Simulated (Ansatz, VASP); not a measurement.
**Os: VASP beside Ansatz**

```
Os
1.0
     5.46992    0.00000    0.00000
    -2.73496    4.73709    0.00000
     0.00000    0.00000   22.49025
Os
16
Direct
  0.33333 0.16667 0.35571
  0.33333 0.66667 0.35571
  0.83333 0.16667 0.35571
  0.83333 0.66667 0.35571
  0.16667 0.33333 0.45190
  0.16667 0.83333 0.45190
  0.66667 0.33333 0.45190
  0.66667 0.83333 0.45190
  0.33333 0.16667 0.54879
  0.33333 0.66667 0.54879
  0.83333 0.16667 0.54879
  0.83333 0.66667 0.54879
  0.16667 0.33333 0.64228
  0.16667 0.83333 0.64228
  0.66667 0.33333 0.64228
  0.66667 0.83333 0.64228
```

Alike in both runs: functional PBE; dispersion D3(BJ); k mesh 4 × 4 × 1; occupations gaussian, width 0.1 eV; no spin polarisation.

Ansatz relaxed the structure, and its values are those at the end. VASP's run is a single point on that final structure, the one shown.

|  | VASP | Ansatz |
| --- | --- | --- |
| version | VASP 6.6.1 | Ansatz 0.2.0 |
| potentials or method | VASP PAW PBE potentials, release 64 (Os) | scalar-relativistic, plane waves, PAW |
| plane-wave cutoff (eV) | 520 | 420 |
| valence electrons in the cell | 128 | 256 |

|  | VASP | Ansatz | Ansatz less VASP |
| --- | --- | --- | --- |
| gap on the k mesh at the Fermi level (eV) | none | none | - |
| rms of the force components (eV/Å) | 0.292 | 0.287 | -0.0045 |

A gap of «none» marks a metal or a gap that the smearing closes. The two sets of potentials don't hold the same shells in valence.

The runs have no spin-orbit coupling, so splittings on Os are missing.
